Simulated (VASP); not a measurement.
# Nb (Pm-3m) in VASP: a series of runs

Runs on Nb. Level: RPBE. Tasks: single point.

Everything below comes from runs of VASP 6.6.1. Logs are shortened: lines on timing, memory, paths and dates and some standing lists are left out, and cuts for length are marked.

### Step 1. Starting point

It takes space group Pm-3m (No. 221, cubic). Conventional cell: a = 2.738 Å, b = 2.738 Å, c = 2.738 Å, α = 90.00°, β = 90.00°, γ = 90.00°. Nb (site symmetry m-3m) is surrounded by 6 Nb at 2.74 Å.

This isn't the form of Nb at room conditions, which is bcc.

### Step 2. Single point, RPBE

INCAR

```
SYSTEM = Nb
  PREC = Accurate
  ENCUT = 520
  EDIFF = 1E-7
  ISMEAR = -1
  SIGMA = 0.1
  LREAL = .FALSE.
  LASPH = .TRUE.
  NELM = 80
  ALGO = Normal
  ISIF = 2
  LWAVE = .FALSE.
  LCHARG = .TRUE.
  GGA = RP
  LELF = .TRUE.
  LVHAR = .TRUE.
  NBANDS = 12
```

KPOINTS

```
regular mesh
0
G
  19 19 19
  0 0 0
```

POSCAR

```
Nb
1.0
    2.7375316147      0.0000000000      0.0000000000
    0.0000000000      2.7375316147      0.0000000000
    0.0000000000      0.0000000000      2.7375316147
Nb
1
Direct
    0.0000000000      0.0000000000      0.0000000000
```

Potentials or basis: VASP PAW PBE potentials, release 64 (Nb_sv).

Run with:

```bash
$ cat potpaw_PBE.64/Nb_sv/POTCAR > POTCAR
$ mpirun -np 1 vasp_std > vasp.out
```

OUTCAR:

```text
SYSTEM = Nb
   PREC = Accurate
   ENCUT = 520
   EDIFF = 1E-7
   ISMEAR = -1
   LREAL = .FALSE.
   LASPH = .TRUE.
   NELM = 80
   ISIF = 2
   GGA = RP

 ion  position               nearest neighbor table
   1  0.000  0.000  0.000-

  LATTYP: Found a simple cubic cell.
 ALAT       =     2.7375316147

  Lattice vectors:

 A1 = (   2.7375316147,   0.0000000000,   0.0000000000)
 A2 = (   0.0000000000,   2.7375316147,   0.0000000000)
 A3 = (   0.0000000000,   0.0000000000,   2.7375316147)

Analysis of symmetry for initial positions (statically):
=====================================================================
 Subroutine PRICEL returns:
 Original cell was already a primitive cell.

 Routine SETGRP: Setting up the symmetry group for a
 simple cubic supercell.

 Subroutine GETGRP returns: Found 48 space group operations
 (whereof 48 operations were pure point group operations)
 out of a pool of 48 trial point group operations.

The static configuration has the point symmetry O_h .

Analysis of symmetry for dynamics (positions and initial velocities):
=====================================================================
 Subroutine PRICEL returns:
 Original cell was already a primitive cell.

 Routine SETGRP: Setting up the symmetry group for a
 simple cubic supercell.

 Subroutine GETGRP returns: Found 48 space group operations
 (whereof 48 operations were pure point group operations)
 out of a pool of 48 trial point group operations.

The dynamic configuration has the point symmetry O_h .

 Subroutine INISYM returns: Found 48 space group operations
 (whereof 48 operations are pure point group operations),
 and found     1 'primitive' translations

----------------------------------------------------------------------------------------

                                     Primitive cell

  volume of cell :      20.5153

  direct lattice vectors                    reciprocal lattice vectors
     2.737531615  0.000000000  0.000000000     0.365292585  0.000000000  0.000000000
     0.000000000  2.737531615  0.000000000     0.000000000  0.365292585  0.000000000
     0.000000000  0.000000000  2.737531615     0.000000000  0.000000000  0.365292585

  length of vectors
     2.737531615  2.737531615  2.737531615     0.365292585  0.365292585  0.365292585

  position of ions in fractional coordinates (direct lattice)
     0.000000000  0.000000000  0.000000000

  ion indices of the primitive-cell ions
   primitive index   ion index
                 1           1

----------------------------------------------------------------------------------------

 KPOINTS: regular mesh

Automatic generation of k-mesh.
 Grid dimensions read from file:
 generate k-points for:   19   19   19

 Generating k-lattice:

  Cartesian coordinates                     Fractional coordinates (reciprocal lattice)
     0.019225926  0.000000000  0.000000000     0.052631579  0.000000000  0.000000000
     0.000000000  0.019225926  0.000000000     0.000000000  0.052631579  0.000000000
     0.000000000  0.000000000  0.019225926     0.000000000  0.000000000  0.052631579

  Length of vectors
     0.019225926  0.019225926  0.019225926

  Shift w.r.t. Gamma in fractional coordinates (k-lattice)
     0.000000000  0.000000000  0.000000000

 Subroutine IBZKPT returns following result:
 ===========================================

 Found    220 irreducible k-points:

 Following reciprocal coordinates:
            Coordinates               Weight
  0.000000  0.000000  0.000000      1.000000
  0.052632  0.000000  0.000000      6.000000
  0.105263  0.000000  0.000000      6.000000
  0.157895  0.000000  0.000000      6.000000
  0.210526  0.000000  0.000000      6.000000
  0.263158  0.000000  0.000000      6.000000
[... 16 lines left out ...]
  0.263158  0.105263  0.000000     24.000000
  0.315789  0.105263  0.000000     24.000000
 [... further k-points ...]
   k-points           NKPTS =    220   k-points in BZ     NKDIM =    220   number of bands    NBANDS=     12
   number of dos      NEDOS =    301   number of ions     NIONS =      1
   total plane-waves  NPLWV =   8000
   dimension x,y,z NGX =    20 NGY =   20 NGZ =   20
   dimension x,y,z NGXF=    40 NGYF=   40 NGZF=   40
   ions per type =               1
   NGX,Y,Z   is equivalent  to a cutoff of  12.15, 12.15, 12.15 a.u.
   NGXF,Y,Z  is equivalent  to a cutoff of  24.29, 24.29, 24.29 a.u.
 SYSTEM =  Nb
   PREC   = accura    normal or accurate (medium, high low for compatibility)
   ISTART =      0    job   : 0-new  1-cont  2-samecut
   ICHARG =      2    charge: 1-file 2-atom 10-const
   ISPIN  =      1    spin polarized calculation?
   LNONCOLLINEAR =      F non collinear calculations
   LSORBIT =      F    spin-orbit coupling
   LASPH  =      T    aspherical Exc in radial PAW
   ENCUT  =  520.0 eV  38.22 Ry    6.18 a.u.   5.09  5.09  5.09*2*pi/ulx,y,z
   NELM   =     80;   NELMIN=  2; NELMDL= -5     # of ELM steps
   EDIFF  = 0.1E-06   stopping-criterion for ELM
   LREAL  =      F    real-space projection
   EDIFFG = 0.1E-05   stopping-criterion for IOM
   NSW    =      0    number of steps for IOM
   IBRION =     -1    ionic relax: 0-MD 1-quasi-New 2-CG
   NFREE  =      0    steps in history (QN), initial steepest desc. (CG)
   ISIF   =      2    stress and relaxation
   ISYM   =      2    0-nonsym 1-usesym 2-fastsym
   POTIM  = 0.5000    time-step for ionic-motion
   TEBEG  =    0.0;   TEEND  =   0.0 temperature during run
   PSTRESS=    0.0 pullay stress
   NELECT =      13.0000    total number of electrons
   NUPDOWN=      -1.0000    fix difference up-down
   EMIN   =  10.00;   EMAX   =-10.00  energy-range for DOS
   EFERMI =   0.00;   METHOD = LEGACY
   ISMEAR =    -1;   SIGMA  =   0.10  broadening in eV -4-tet -1-fermi 0-gaus
   EFERMI_NEDOS =   21; number of points for ismear=-14 and -15
   IALGO  =     38    algorithm
   IMIX   =      4    mixing-type and parameters
     AMIX     =   0.40;   BMIX     =  1.00
     AMIX_MAG =   1.60;   BMIX_MAG =  1.00
  volume/ion in A,a.u.               =      20.52       138.44
  Fermi-wavevector in a.u.,A,eV,Ry     =   1.406145  2.657229 26.902038  1.977244
  Thomas-Fermi vector in A             =   2.528535
   LORBIT       =      0    0 simple, 1 ext, 2 COOP (PROOUT), +10 PAW based schemes
   GGA     = RP    functional components
   LHFCALC =     F    Hartree Fock is set to
   AEXX    =    0.0000 exact exchange contribution
   IVDW    =     0    specifies the selected vdW correction
   LEPSILON=     F    determine dielectric tensor
   LRPA    =     F    only Hartree local field effects (RPA)
 non-spin polarized calculation
  energy-cutoff  :      520.00
  volume of cell :       20.52
 maximum number of plane-waves:       564
   NGX = 11   NGY = 11   NGZ = 11

 number of electron      12.9999998 magnetization

 Free energy of the ion-electron system (eV)
  ---------------------------------------------------
  ext. energy  EPLUGINS =         0.00000000
  ---------------------------------------------------
  free energy    TOTEN  =        -8.74240423 eV

  energy without entropy =       -8.69766815  energy(sigma->0) =       -8.72003619

 E-fermi :   9.6186     XC(G=0): -11.6541

 val. band max:        9.6177972288   @ k =   0.3684   0.0526   0.0526
 cond. band min:       9.6230170228   @ k =   0.4737   0.3684   0.2105
 fundamental gap:      0.0052197940
 Fermi energy:         9.6186249823

 k-point     1 :       0.0000    0.0000    0.0000
  band No.  band energies     occupation
      1     -45.0804      2.00000
      2     -20.4133      2.00000
      3     -20.4133      2.00000
      4     -20.4133      2.00000
      5       4.0840      2.00000
      6       6.9205      2.00000
      7       6.9205      2.00000
      8      14.5898      0.00000
      9      14.5898      0.00000
     10      14.5898      0.00000
     11      24.0814      0.00000
     12      24.0814      0.00000

 k-point     2 :       0.0526    0.0000    0.0000
  band No.  band energies     occupation
      1     -45.0759      2.00000
      2     -20.4531      2.00000
      3     -20.4100      2.00000
      4     -20.4100      2.00000
      5       4.1626      2.00000
      6       6.9412      2.00000
      7       7.0053      2.00000
      8      14.4677      0.00000
      9      14.4677      0.00000
     10      14.5980      0.00000
     11      23.6632      0.00000
     12      24.2488      0.00000

 k-point     3 :       0.1053    0.0000    0.0000
  band No.  band energies     occupation
      1     -45.0626      2.00000
      2     -20.5668      2.00000
      3     -20.4004      2.00000
      4     -20.4004      2.00000
      5       4.3871      2.00000
      6       7.0020      2.00000
      7       7.2591      2.00000
      8      14.1361      0.00000
      9      14.1361      0.00000
     10      14.6222      0.00000
     11      22.6930      0.00000
     12      24.7131      0.00000
[... 286 lines left out ...]
 k-point    23 :       0.2632    0.1053    0.0000
  band No.  band energies     occupation
      1     -44.9704      2.00000
      2     -21.1553      2.00000
      3     -20.4946      2.00000
      4     -20.3336      2.00000
      5       5.8744      2.00000
      6       7.6290      2.00000
      7       8.9114      1.99831
      8      12.2379      0.00000
      9      12.7061      0.00000
     10      14.3582      0.00000
     11      20.0750      0.00000
     12      24.8755      0.00000

 k-point    24 :       0.3158    0.1053    0.0000
  band No.  band energies     occupation
      1     -44.9428      2.00000
      2     -21.3655      2.00000
      3     -20.4732      2.00000
      4     -20.3137      2.00000
      5       6.3313      2.00000
      6       7.7784      2.00000
      7       9.3233      1.90080
      8      12.0154      0.00000
      9      12.2698      0.00000
     10      14.4171      0.00000
     11      19.3772      0.00000
     12      24.6726      0.00000

 [... further k-points ...]

------------------------ aborting loop because EDIFF is reached ----------------------------------------

  FORCE on cell =-STRESS in cart. coord.  units (eV):
  Direction    XX          YY          ZZ          XY          YZ          ZX
  --------------------------------------------------------------------------------------
  -------------------------------------------------------------------------------------
  Total       -0.0278219     -0.0278219     -0.0278219      0.0000000      0.0000000     -0.0000000
  in kB       -2.1728028     -2.1728028     -2.1728028      0.0000000      0.0000000     -0.0000000
  external PRESSURE =      -2.1728028 kB  Pullay stress =       0.0000000 kB

 VOLUME and BASIS-vectors are now :
 -----------------------------------------------------------------------------
  energy-cutoff  :      520.00
  volume of cell :       20.52
      direct lattice vectors                 reciprocal lattice vectors
     2.737531615  0.000000000  0.000000000     0.365292585  0.000000000  0.000000000
     0.000000000  2.737531615  0.000000000     0.000000000  0.365292585  0.000000000
     0.000000000  0.000000000  2.737531615     0.000000000  0.000000000  0.365292585

 POSITION                                       TOTAL-FORCE (eV/Angst)
 -----------------------------------------------------------------------------------
      0.00000      0.00000      0.00000         0.000000      0.000000      0.000000
 -----------------------------------------------------------------------------------
    total drift:                               -0.000000      0.000000      0.000000

  FREE ENERGIE OF THE ION-ELECTRON SYSTEM (eV)
  ---------------------------------------------------
  free  energy   TOTEN  =        -8.7424042301 eV

  energy  without entropy=       -8.6976681476  energy(sigma->0) =       -8.72003619
```

Run time: 67 s. Hardware: 1 thread of Intel Xeon Platinum 8175M at 2.50GHz (Skylake/Cascade Lake), shared host; peak memory 0.16 GiB.

What came out:

```
Free energy            : -8.7424 eV
Pressure               : -0.2 GPa
Band gap on the k mesh : none (metal or under the smearing width)
```

Levels at points of the mesh, in eV from the Fermi level:
| k point | band 5 | band 6 | band 7 | band 8 | band 9 | band 10 |
| --- | --- | --- | --- | --- | --- | --- |
| (0.00, 0.00, 0.00) | -5.53 | -2.70 | -2.70 | 4.97 | 4.97 | 4.97 |

Caveat: the PAW data sets were made with another functional, which shifts forces and pressure a little.

### Step 3. Single point, RPBE

INCAR

```
  PREC = Accurate
  ENCUT = 520
  EDIFF = 1E-7
  ISMEAR = -1
  SIGMA = 0.1
  LREAL = F
  LASPH = T
  NELM = 60
  ALGO = Normal
  ISIF = 2
  LWAVE = F
  LCHARG = F
  GGA = RP
  NBANDS = 12
```

KPOINTS

```
regular mesh
0
Gamma
  12 12 12
```

POSCAR is that of step 2.

Potentials or basis: VASP PAW PBE potentials, release 64 (Nb_sv).

Run with:

```bash
$ cat potpaw_PBE.64/Nb_sv/POTCAR > POTCAR
$ mpirun -np 1 vasp_std > vasp.out
```

It took 25 s on 1 thread of Intel Xeon Platinum 8175M at 2.50GHz (Skylake/Cascade Lake), shared host; peak memory 0.13 GiB.

Results (log left out):

* Free energy: -8.7584 eV
* Pressure: -0.2 GPa
* Band gap on the k mesh: none (metal or under the smearing width)

Levels at points of the mesh, in eV from the Fermi level:
```
           k point  band 3  band 4  band 5  band 6  band 7  band 8  band 9  band 10  band 11  band 12
(0.00, 0.00, 0.00)  -30.05  -30.05   -5.54   -2.71   -2.71    4.96    4.96     4.96    14.46    14.46
(0.50, 0.00, 0.00)  -29.92  -29.92   -2.49   -1.84    0.48    1.84    1.84     5.28     9.39    13.35
(0.50, 0.50, 0.00)  -31.20  -29.80   -3.91   -1.03    2.49    2.49    5.64     5.64     7.02    13.70
(0.50, 0.50, 0.50)  -31.02  -31.02   -2.37   -2.37   -2.37    7.24    7.24     7.38    12.00    12.00
```

Caveat: the PAW data sets were made with another functional, which shifts forces and pressure a little.
